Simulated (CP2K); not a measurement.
## InSe under changes of volume

One of the cells (28.559 Å³/atom); the others are scaled copies at fixed shape and fractional positions:

```
In Se
1.0
     6.17806    0.00000    0.00000
     4.81142    3.87539    0.00000
    -1.62514   -0.57310    4.77135
In Se
2 2
Cartesian
  9.6848 3.4153 0.2235
  -0.3204 -0.1130 4.5479
  6.1761 2.1780 3.1918
  3.1882 1.1243 1.5795
```

The cell comes from a database or a generator and needn't be the stable form of this composition.

- Program: CP2K 2026.2
- Functional: PBEsol
- Potentials or basis: POTENTIAL_UZH In GTH-PBE-q13, Se GTH-PBE-q6; TZVP-MOLOPT-PBE-GTH basis
- Density cutoff: 6123 eV
- k mesh: 7 × 7 × 6
- Occupations: fermi-dirac, width 0.05 eV
- Spin: no spin polarisation

```tsv
volume (Å³/atom)	energy over the lowest point (meV/atom)	pressure (GPa)	gap on the mesh (eV)	largest force (eV/Å)
26.846	16.34	3.5	1.13	0.792
27.417	6.42	2.1	1.10	0.594
27.988	1.16	0.9	1.07	0.410
28.559	0.00	-0.2	1.03	0.241
29.131	2.52	-1.2	1.00	0.086
29.702	8.32	-2.1	0.97	0.073
30.273	?	?	?	?
```

Problem. What does the run at 30.273 Å³/atom give?

Solution. Energy over the lowest point 17.03 meV/atom; pressure -2.8 GPa; gap on the mesh 0.94 eV; largest force 0.190 eV/Å.

Worked out: A Birch-Murnaghan fit of order 3 (a polynomial in V^(-2/3)) to the other rows has its minimum at 28.44 Å³/atom with B0 = V·E''(V) = 52 GPa and B' = 4.8 at fixed shape and positions, which overstates the stiffness. It gives 17.02 meV/atom at 30.273 Å³/atom, against the run's 17.03, and -dE/dV = -2.8 GPa, against -2.8. A straight line through the other rows of the gap, of slope -1.61 eV per unit of ln V, extrapolates to 0.94 eV, against the run's 0.94.

Energies are extrapolated to zero smearing.

Caveats: the potentials were made for another functional, which shifts forces and pressure; spin-orbit coupling is left out, which moves the levels of the heavy elements; an odd mesh through Γ misses points on the zone boundary, where band edges often lie; the basis of atomic orbitals isn't converged, which shifts pressures, moduli and gaps.
